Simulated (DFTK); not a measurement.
ZrS2 in DFTK: the effect of functional

The system is ZrS2.

```xyz
3
Lattice="3.6914 0.0000 0.0000 -1.8457 3.1968 0.0000 0.0000 0.0000 6.0411" Properties=species:S:1:pos:R:3 pbc="T T T"
Zr    0.0000    0.0000    0.0000
S     0.0000    2.1312    1.4372
S     1.8457    1.0656    4.6038
```

The cell is a database's computed one.

Alike in all runs:

| Quantity | Value |
| --- | --- |
| Program | DFTK 0.8.2 |
| Task | band structure |
| Potentials or basis | SG15 1.2 (PBE) |
| Cutoff | 1225 eV |
| k mesh | 6 × 6 × 4 |
| Occupations | fermi-dirac, width 0.05 eV |
| Spin | no spin polarisation |

| functional | gap on the mesh (eV) |
| --- | --- |
| LDA | ? |
| PBE | 1.07 |
| PBEsol | 1.00 |
| RPBE | 1.13 |
| BLYP | 1.12 |
| AM05 | 1.01 |
| WC | 1.00 |
| r2SCAN | 1.41 |
| SCAN | 1.42 |
| BJ06 | 1.15 |

What does the run with functional LDA give?

gap on the mesh 0.94 eV.

Caveats: the program leaves the constant c of mgga_x_tb09 at 1, so the potential is Becke-Johnson's (BJ06) and not Tran and Blaha's, with levels but no total energy (some runs).

A k mesh can miss the band edges.
